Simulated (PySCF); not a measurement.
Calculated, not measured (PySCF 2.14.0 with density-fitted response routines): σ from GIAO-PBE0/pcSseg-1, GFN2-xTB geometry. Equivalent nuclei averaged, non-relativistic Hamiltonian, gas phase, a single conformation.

References, each an isolated molecule treated in the same way: TMS for 1H (31.72 ppm), 13C (186.93 ppm). Shifts are as computed. Against solution values, carbons near 30 ppm lie about +3 ppm off and those near 130 ppm about +5 ppm. Of 1211 compounds with measured shifts, 218 miss one by over three times the rms of a fit or turn the order of signals round; such compounds aren't used in these exercises.

Question: Order these molecules by the shift of their most shielded carbon-bound hydrogen, lowest δ first.
A. CCO[SiH2]CC#CC=O
B. N#C[Si@@H](C=O)/C=C\C=O
C. C[SiH](C)/C=C/C(=O)C=O

Answer: C (0.28 ppm, hydrogen on a methyl carbon bonded to Si), A (1.33 ppm, hydrogen on a methyl carbon), B (7.45 ppm, hydrogen on an α carbon of a C=C–C=O unit).

Question: Order these molecules by the shift of their most deshielded carbon-bound hydrogen, lowest δ first.
A. C#Cc1pcpc(CC)p1
B. CCO[SiH2]CC#CC=O
C. N#C[Si@@H](C=O)/C=C\C=O
D. CCOCC

Answer: D (3.56 ppm, hydrogen on an sp3 CH2 bonded to O), B (9.46 ppm, hydrogen on an aldehyde carbonyl carbon), A (11.05 ppm, hydrogen on an aromatic CH), C (12.07 ppm, hydrogen on a carbonyl carbon).

Question: How many 13C and 1H signals does each give (equivalence by symmetry and fast rotation, but not about amide C–N or C=N bonds)? `C[SiH](C)/C=C/C(=O)C=O`, `CCOCC`, `C#Cc1pcpc(CC)p1`, `CCO[SiH2]CC#CC=O`, `N#C[Si@@H](C=O)/C=C\C=O`

Answer: C[SiH](C)/C=C/C(=O)C=O: 5 C, 5 H; CCOCC: 2 C, 2 H; C#Cc1pcpc(CC)p1: 7 C, 4 H; CCO[SiH2]CC#CC=O: 6 C, 5 H; N#C[Si@@H](C=O)/C=C\C=O: 5 C, 5 H.
